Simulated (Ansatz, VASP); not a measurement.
# Cu: VASP beside Ansatz

```
Cu
1.0
     0.00000    1.81098    1.81098
     1.81098    0.00000    1.81098
     1.81098    1.81098    0.00000
Cu
1
Direct
  0.00000 0.00000 0.00000
```

Alike in both runs: functional PBE; k mesh 6 × 6 × 6; occupations gaussian, width 0.01 eV; no spin polarisation.

Ansatz relaxed the structure, and its values are those at the end. VASP's run is a single point on that final structure, the one shown.

|  | VASP | Ansatz |
| --- | --- | --- |
| version | VASP 6.6.1 | Ansatz 0.2.0 |
| potentials or method | VASP PAW PBE potentials, release 64 (Cu) | plane waves, PAW |
| plane-wave cutoff (eV) | 520 | 490 |
| valence electrons in the cell | 11 | 19 |

Ansatz gave:

```
pressure (GPa) : 2.0
```

Problem. Estimate VASP's values.

Solution. Pressure (GPa): 2.6.

The functional is the same, so the differences come from potentials, cutoffs and numerics. The two sets of potentials don't hold the same shells in valence.

Caveats: the k mesh is coarse (spacing up to 0.50 Å⁻¹), so the values aren't converged.
